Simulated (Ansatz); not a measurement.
Mg started in the widest void in rocksalt MgS, 65 atoms, charge −1

Theory: DFT, PBEsol, PAW, plane waves (Ansatz 0.2.0).

Command:

```sh
ansatz run in.yaml --threads 8 --pin off --max-ram 118750MiB --runs-dir r --events-out ev --progress --plain --backend cuda --devices 0, --max-vram 170GiB
```

The input less its lattice and atoms (starting moments on atoms near the defect: 1 μB in all):

```yaml
crystal:
  symmetry: { detect: false }
kpoints:
  mp_grid: { grid: [1, 1, 1], shift: [0.25, 0.25, 0.25] }
hamiltonian:
  xc: pbesol
total_charge: -1
magnetization:
  spin_polarized: true
  initial_magnetization: 1
  spin_locking: { lock_magnetization: hard }
scf:
  occupations: { method: fermi_dirac, width: 0.01 }
relax:
  f_tol: 0.03
  max_steps: 80
  escape_saddle: false
  adjacent_minimum: "off"
output:
  forces: true
  eigenvalues: true
  populations: true
  charged_corrections: { epsilon: 10 }
```

Start:

```xyz
65
Lattice="10.3640 0.0000 0.0000 0.0000 10.3640 0.0000 0.0000 0.0000 10.3640" Properties=species:S:1:pos:R:3 pbc="T T T"
S     2.5955   10.3468   10.3582
S     2.6100   10.3596    5.1720
S     2.6162    5.1910    0.0268
S     2.6051    5.1848    5.1757
S     7.7665    0.0033   10.3603
S     7.7458    0.0073    5.1844
S     7.7791    5.1876   10.3464
S     7.7484    5.1954    5.1563
S     0.0059    2.5690    0.0210
S    10.3587    2.5705    5.1398
S    10.3633    7.7828   10.3535
S     0.0135    7.7887    5.1979
S     5.2143    2.5942   10.3532
S     5.1962    2.6115    5.1864
S     5.1993    7.7669    0.0275
S     5.1477    7.8182    5.2026
S     0.0278   10.3549    2.6184
S     0.0015   10.3145    7.7764
S     0.0050    5.1713    2.5782
S    10.3537    5.1444    7.8095
S     5.2161    0.0373    2.6021
S     5.1974    0.0167    7.7814
S     5.1809    5.1872    2.5824
S     5.1801    5.1950    7.7390
S     2.5762    2.5862    2.5662
S     2.5729    2.5864    7.7714
S     2.5693    7.7808    2.5683
S     2.6427    7.7619    7.8039
S     7.7591    2.5721    2.5887
S     7.7586    2.6066    7.7746
S     7.7573    7.7886    2.5784
S     7.7747    7.7612    7.7711
Mg   10.3426    0.0045    0.0130
Mg   10.3631    0.0014    5.1647
Mg    0.0098    5.2148    0.0106
Mg    0.0063    5.1838    5.1821
Mg    5.1887    0.0287    0.0243
Mg    5.1755   10.3475    5.1795
Mg    5.2004    5.1703   10.3156
Mg    5.1915    5.1918    5.1871
Mg    2.5914    2.6128    0.0139
Mg    2.5859    2.5740    5.1718
Mg    2.6125    7.7949   10.3460
Mg    2.5949    7.7542    5.1880
Mg    7.7592    2.6137    0.0050
Mg    7.7354    2.6072    5.1827
Mg    7.7395    7.7796    0.0083
Mg    7.7929    7.7552    5.1837
Mg    2.5646   10.3561    2.6007
Mg    2.6011    0.0110    7.7648
Mg    2.6157    5.1777    2.5613
Mg    2.5604    5.1712    7.7788
Mg    7.7700    0.0291    2.5833
Mg    7.8147   10.3561    7.7599
Mg    7.7814    5.1644    2.5768
Mg    7.8030    5.2041    7.7612
Mg    0.0320    2.5752    2.6025
Mg   10.3457    2.5830    7.7585
Mg    0.0008    7.7879    2.5827
Mg    0.0169    7.7796    7.7494
Mg    5.2137    2.6010    2.5674
Mg    5.1563    2.5852    7.7626
Mg    5.2247    7.7797    2.5820
Mg    5.1717    7.7892    7.7833
Mg    3.8883    3.9080    3.9063
```

Steps:

```
 step  energy less the first (eV)  largest force component (eV/Å)
start                       0.000                           2.548
    1                      -2.319                           1.220
    2                      -3.309                           0.281
    3                      -3.347                           0.271
    4                      -3.391                           0.258
    5                      -3.408                           0.025
    6                      -3.408                           0.025
```

A structure on the way, about -3.31 eV from the start:

```xyz
65
Lattice="10.3640 0.0000 0.0000 0.0000 10.3640 0.0000 0.0000 0.0000 10.3640" Properties=species:S:1:pos:R:3 pbc="T T T"
S     2.5990    0.0112    0.0076
S     2.5890   10.3122    5.1917
S     2.5845    5.1970   10.3081
S     2.5403    5.2358    5.2100
S     7.7796    0.0008   10.3607
S     7.7738   10.3630    5.1776
S     7.7690    5.1808    0.0037
S     7.8311    5.1904    5.1835
S     0.0077    2.5956    0.0100
S    10.3112    2.5849    5.1889
S    10.3629    7.7802   10.3608
S     0.0052    7.7745    5.1816
S     5.1967    2.5859   10.3086
S     5.2358    2.5342    5.2182
S     5.1838    7.7709   10.3626
S     5.1871    7.8230    5.1785
S     0.0111    0.0120    2.5939
S     0.0015    0.0072    7.7710
S    10.3196    5.1962    2.5773
S     0.0059    5.1863    7.7688
S     5.1922   10.3164    2.5773
S     5.1818    0.0019    7.7677
S     5.2095    5.2130    2.5441
S     5.1898    5.1864    7.8230
S     2.5647    2.5709    2.5489
S     2.5856    2.5847    7.8283
S     2.5852    7.8256    2.5753
S     2.5914    7.7703    7.7695
S     7.8316    2.5810    2.5760
S     7.7758    2.5940    7.7655
S     7.7713    7.7689    2.5885
S     7.7673    7.7702    7.7691
Mg    0.0001    0.0053   10.3596
Mg   10.3389   10.3404    5.1784
Mg   10.3384    5.1958   10.3370
Mg   10.3545    5.1897    5.1782
Mg    5.1902   10.3433   10.3357
Mg    5.1908   10.3422    5.1795
Mg    5.1856    5.1856   10.3442
Mg    5.4063    5.3976    5.3982
Mg    2.5904    2.5997   10.3523
Mg    2.3747    2.3722    5.4017
Mg    2.5923    7.8088   10.3345
Mg    2.5910    7.7869    5.1772
Mg    7.7984    2.5945   10.3337
Mg    7.7842    2.5844    5.1801
Mg    7.7698    7.7766   10.3593
Mg    7.8054    7.7975    5.1811
Mg    2.5886   10.3542    2.5926
Mg    2.5930   10.3426    7.8016
Mg    2.3979    5.3877    2.3786
Mg    2.5860    5.1849    7.7783
Mg    7.7958   10.3435    2.5865
Mg    7.7810   10.3605    7.7687
Mg    7.7872    5.1797    2.5848
Mg    7.8072    5.1866    7.8007
Mg   10.3618    2.5990    2.5950
Mg   10.3416    2.6021    7.8017
Mg   10.3479    7.8047    2.5857
Mg   10.3574    7.7902    7.7699
Mg    5.4004    2.3870    2.3771
Mg    5.1869    2.5817    7.7788
Mg    5.1930    7.7837    2.5761
Mg    5.1737    7.8002    7.7909
Mg    3.8942    3.8928    3.9199
```

End:

```
S Mg
1.0
    10.36396    0.00000    0.00000
     0.00000   10.36396    0.00000
     0.00000    0.00000   10.36396
S Mg
32 33
Direct
  0.25045 0.00067 0.00025
  0.24939 0.99252 0.50038
  0.24895 0.50192 0.99269
  0.24029 0.50960 0.50368
  0.75068 0.99992 0.99957
  0.75083 0.99948 0.49957
  0.74986 0.50023 0.99990
  0.75787 0.50092 0.49997
  0.00072 0.25047 0.00019
  0.99252 0.24929 0.50050
  0.99996 0.75074 0.99952
  0.99957 0.75079 0.49955
  0.50191 0.24895 0.99268
  0.51001 0.24050 0.50397
  0.50021 0.74989 0.99993
  0.50091 0.75775 0.49990
  0.00108 0.00097 0.24976
  0.00055 0.00051 0.74974
  0.99424 0.50142 0.24812
  0.99983 0.50034 0.75004
  0.50137 0.99433 0.24819
  0.50028 0.99977 0.75002
  0.50205 0.50173 0.24408
  0.50047 0.50043 0.75588
  0.24852 0.24910 0.24414
  0.24965 0.24967 0.75686
  0.24937 0.75646 0.24817
  0.24993 0.75056 0.75019
  0.75667 0.24938 0.24819
  0.75066 0.24987 0.75030
  0.74978 0.74984 0.24913
  0.74980 0.74977 0.74932
  0.00024 0.00024 0.99943
  0.99642 0.99634 0.49975
  0.99704 0.50073 0.99668
  0.99954 0.50139 0.50016
  0.50064 0.99705 0.99671
  0.50140 0.99960 0.50016
  0.50041 0.50045 0.99948
  0.52812 0.52795 0.52507
  0.25044 0.25044 0.99977
  0.22236 0.22240 0.52625
  0.25007 0.75347 0.99682
  0.24903 0.75061 0.49993
  0.75357 0.25003 0.99682
  0.75077 0.24894 0.50003
  0.75030 0.75034 0.99908
  0.75402 0.75402 0.49933
  0.25052 0.00158 0.24924
  0.25061 0.99685 0.75358
  0.22819 0.52263 0.22607
  0.24917 0.50109 0.74807
  0.75325 0.99748 0.24954
  0.75052 0.99978 0.74983
  0.74910 0.50033 0.24862
  0.75348 0.49976 0.75338
  0.00145 0.25044 0.24919
  0.99692 0.25063 0.75362
  0.99747 0.75318 0.24952
  0.99980 0.75055 0.74981
  0.52292 0.22826 0.22599
  0.50112 0.24908 0.74817
  0.50025 0.74901 0.24866
  0.49981 0.75345 0.75335
  0.37541 0.37512 0.38504
```

Self-consistency was reached.

Time: 5.5 s of wall time on one NVIDIA GB200 with 8 processor threads, on a host shared with other runs; peak host memory 1.9 GiB.

**Question.** How much energy did the relaxation gain, and which atom moved most?

**Answer.** 3.41 eV in 6 steps, from a start with small random displacements (neighbours that lie too close to an added atom are first pushed off); atom 42 (Mg) moved 0.48 Å, the median atom 0.05 Å (drift of the whole cell removed).

The moment started at 1 μB and ended at 1.0 μB; no other spin state is shown. The program warned that the state may not be the lowest. The one k point has no symmetry partners, which can distort the end along one axis.
